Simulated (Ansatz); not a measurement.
# Moving the functional in GaN

Symmetry: P6_3mc, No. 186, hexagonal system. Conventional cell: a = 3.180 Å, b = 3.180 Å, c = 5.166 Å, α = 90.00°, β = 90.00°, γ = 120.00°. Around Ga (site symmetry 3m) lie 4 N at 1.94 to 1.95 Å. Around N (site symmetry 3m) lie 4 Ga at 1.94 to 1.95 Å.

Kept alike: task band structure; k mesh 10 × 10 × 5; occupations fermi-dirac, width 0.05 eV; no spin polarisation. Program: Ansatz, all-electron LAPW, scalar-relativistic. The mesh is that of the run's cell of 4 atoms. No spin-orbit coupling.

| run | band gap (eV) | pressure (GPa) |
| --- | --- | --- |
| A | 1.982 | 7.20 |
| B | 1.923 | 1.02 |
| C | 1.978 | -4.26 |

Pressure is positive in compression. Gaps are the smaller of the mesh's and the band path's.

**Question.** The runs differ in the functional alone: LDA; PBE; PBEsol. Which run is which?

**Answer.** Run A is PBE; run B is PBEsol; run C is LDA. The band gap runs from 1.923 (PBEsol) to 1.982 eV (PBE). From PBE: LDA -0.004; PBEsol -0.059. Measured: 3.4 eV at 300 K (arxiv:1710.05670); nearest LDA; PBE, 1.418 eV off. Semilocal gaps fall short of quasiparticle gaps. The pressure runs from -4.26 (LDA) to 7.20 GPa (PBE). From PBE: LDA -11.46; PBEsol -6.18. A positive pressure means that the functional's own cell is larger than the one given, a negative one that it is smaller.

The pressure, not the gap, tells the three functionals apart: LDA and PBE give almost the same gap but pressures of opposite sign. LDA overbinds, so its preferred cell is smaller. PBE's gradient correction favours inhomogeneous densities, which weakens the Ga–N bonds and expands the lattice. PBEsol has a weaker exchange gradient term, suited to slowly varying densities, and falls between them, closest to balance in this cell.

The gap doesn't follow that order, since PBEsol lies lowest. Its small spread reflects the common geometry: the gap separates N 2p valence states from an antibonding, s-like conduction minimum that rises as the bonds shorten. Relaxing each cell would therefore probably widen the LDA gap and narrow the PBE one. The much larger shortfall against experiment is shared by all three, and stems mainly from the missing derivative discontinuity, with Ga 3d states placed too shallow also pushing up the valence edge through p–d repulsion. PBE's marginally larger gap is thus no sign of a better description of the electronic structure.
